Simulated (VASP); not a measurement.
Here is a VASP 6.6.1 calculation.

The input INCAR:

```
SYSTEM = NbN
PREC = Accurate ; ENCUT = 600
EDIFF = 1E-6 ; ISMEAR = 1
SIGMA = 0.1 ; LREAL = .False.
LASPH = .True. ; NELM = 80
ALGO = Normal ; ISIF = 3
LWAVE = .False. ; LCHARG = .False.
GGA = RP ; IBRION = 2
NSW = 90 ; EDIFFG = -0.01
```

File KPOINTS:

```
regular mesh
0
Gamma
  14 14 14
  0 0 0
```

File POSCAR:

```
NbN
1.0
    0.0000000000      2.1945000000      2.1945000000
    2.1945000000      0.0000000000      2.1945000000
    2.1945000000      2.1945000000      0.0000000000
Nb N
1 1
Direct
    0.5000000000      0.5000000000      0.5000000000
    0.0000000000      0.0000000000      0.0000000000
```

Potentials or basis: VASP PAW PBE potentials, release 64 (Nb_sv, N).

Command:

```console
$ cat potpaw_PBE.64/Nb_sv/POTCAR potpaw_PBE.64/N/POTCAR > POTCAR
$ mpirun -np 1 vasp_std > vasp.out
```

What does it give for the space group after relaxing (to 0.05 Å)?

Fm-3m (No. 225).

What does it give for the relaxed volume?

10.94 Å³/atom.

Estimate the relaxed cell.

a = 3.139 Å, b = 3.139 Å, c = 3.139 Å, α = 60.00°, β = 60.00°, γ = 60.00°.

Final structure:
```cif
data_structure
_symmetry_space_group_name_H-M 'P 1'
_symmetry_Int_Tables_number 1
_cell_length_a 3.1390
_cell_length_b 3.1390
_cell_length_c 3.1390
_cell_angle_alpha 60.000
_cell_angle_beta 60.000
_cell_angle_gamma 60.000
_cell_volume 21.87
loop_
_atom_site_label
_atom_site_type_symbol
_atom_site_fract_x
_atom_site_fract_y
_atom_site_fract_z
_atom_site_occupancy
Nb1 Nb 0.50000 0.50000 0.50000 1
N1 N 0.00000 0.00000 0.00000 1
```

Caveat: the PAW data sets were made with another functional, which shifts forces and pressure a little. Zero-point motion and thermal expansion aren't in these numbers.
